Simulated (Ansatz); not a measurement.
Rows from a G0W0 calculation on CdTe (F-43m) (Ansatz 0.2.0; G0W0 on PBE, plane waves, PAW; 4×4×4 mesh, 283 empty bands, screening to 150 eV), in eV. Spin-orbit coupling is left out.

```tsv
row	k	band	start	Σx	Σc at the solution	Vxc
A	Γ	c2	12.093	-6.615	-4.205	-10.847
B	Γ	c1	8.255	-9.346	-3.938	-13.311
C	Γ	v1	7.493	-17.915	1.460	-15.882
```

**Question.** Give the quasiparticle energies and the shift of each level.

The quasiparticle equation reads E = start + Σx + Σc(E) − Vxc.

```tsv
row	E (eV)	shift (eV)
A	12.120	+0.027
B	8.282	+0.027
C	6.920	−0.573
```

Limits: not at the basis limit; mesh may overstate the screening; no spin-orbit coupling; coarse k mesh.

[Paths, hosts, dates, memory and timing lines, banners, echoed tables and standing remarks are left out of the program output.]

[Logs are printed without paths, hosts, clocks, repeated set-up lines and the standing remarks that a program may print on its own settings, such as how far it seeks lower states.]

[Runs of the session that timed out or met a known fault of the program may be left out.]

[Cells called generated may have been cut or substituted from an entry of the Crystallography Open Database or the Materials Project.]

[Hosts, paths, dates, database ids (printed as entryN), source tags and the programs' standing remarks are cut or masked in the printed files.]
